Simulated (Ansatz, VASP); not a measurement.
## Bi3S2: VASP beside Ansatz

```
Bi S
1.0
     4.62389    2.66960    2.07954
    -4.62389    2.66960    2.07954
     0.00000   -5.33921    2.07954
Bi S
3 2
Direct
  0.00000 0.50000 0.00000
  0.00000 0.00000 0.50000
  0.50000 0.00000 0.00000
  0.67399 0.67399 0.67399
  0.32601 0.32601 0.32601
```

Alike in both runs: functional PBE; k mesh 6 × 6 × 6; occupations gaussian, width 0.01 eV; no spin polarisation.

Ansatz relaxed the structure, and its values are those at the end. VASP's run is a single point on that final structure, the one shown.

```csv
,VASP,Ansatz
version,VASP 6.6.1,Ansatz 0.2.0
potentials or method,"VASP PAW PBE potentials, release 64 (Bi_d, S)","scalar-relativistic, plane waves, PAW"
plane-wave cutoff (eV),520,420
valence electrons in the cell,57,57
```

Ansatz gave:

| Quantity | Value |
| --- | --- |
| gap on the k mesh at the Fermi level (eV) | none |
| pressure (GPa) | 0.0 |
| rms of the force components (eV/Å) | 0.000 |

Q: Which values does VASP return?

A: gap on the k mesh at the Fermi level (eV): none; pressure (GPa): -0.1; rms of the force components (eV/Å): 0.028.

A gap of «none» marks a metal or a gap that the smearing closes.

Caveats: spin-orbit coupling is left out, which moves the levels of the heavy elements.
